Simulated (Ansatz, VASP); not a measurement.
**Si: VASP beside Ansatz**

Contents of INCAR:

```
ALGO     = Normal         # electronic algorithm
EDIFF    = 1E-7           # SCF threshold, eV
ENCUT    = 520            # plane-wave cutoff, eV
GGA      = PS             # functional
ISIF     = 2              # what is computed and relaxed
ISMEAR   = -1             # smearing method
LASPH    = True           # aspherical terms in the spheres
LCHARG   = False          # write CHGCAR
LREAL    = False          # projectors in reciprocal space
LWAVE    = False          # write WAVECAR
NBANDS   = 11             # bands
NELM     = 60             # most SCF steps
PREC     = Accurate       # precision mode
SIGMA    = 0.02           # smearing width, eV
```

Contents of KPOINTS:

```
k-points
0
Gamma
  6 6 6
```

File POSCAR:

```
Si
1.0
    0.0000000000      2.7135600000      2.7135600000
    2.7135600000      0.0000000000      2.7135600000
    2.7135600000      2.7135600000      0.0000000000
Si
2
Direct
    0.7500000000      0.7500000000      0.7500000000
    0.4907870104      0.5092129896      0.4907870104
```

Input for Ansatz:

```yaml
crystal:
  lattice:
    - [0.0, 2.71356, 2.71356]
    - [2.71356, 0.0, 2.71356]
    - [2.71356, 2.71356, 0.0]
  atoms:
    - { symbol: Si, position: [0.7499999999999999, 0.7499999999999999, 0.7499999999999999] }
    - { symbol: Si, position: [0.49078701042173384, 0.5092129895782662, 0.49078701042173384] }
basis:
  ecutwfc: 470.0
kpoints:
  mp_grid:
    grid: [6, 6, 6]
hamiltonian:
  xc: pbesol
scf:
  occupations:
    method: fermi_dirac
    width: 0.02
output:
  forces: true
```

Alike in both runs: task single point; functional PBEsol; k mesh 6 × 6 × 6; occupations fermi-dirac, width 0.02 eV; no spin polarisation.

|  | VASP | Ansatz |
| --- | --- | --- |
| version | VASP 6.6.1 | Ansatz 0.2.0 |
| potentials or method | VASP PAW PBE potentials, release 64 (Si) | plane waves, PAW |
| plane-wave cutoff (eV) | 520 | 470 |
| valence electrons in the cell | 8 | 8 |

```csv
,VASP,Ansatz,Ansatz less VASP
rms of the force components (eV/Å),0.390,0.390,-0.0004
```

Atom by atom the forces differ by 0.000 eV/Å (rms over components). The functional is the same, so the differences come from potentials, cutoffs and numerics.

Caveats: the PAW data sets were made with another functional, which shifts forces and pressure a little (VASP).
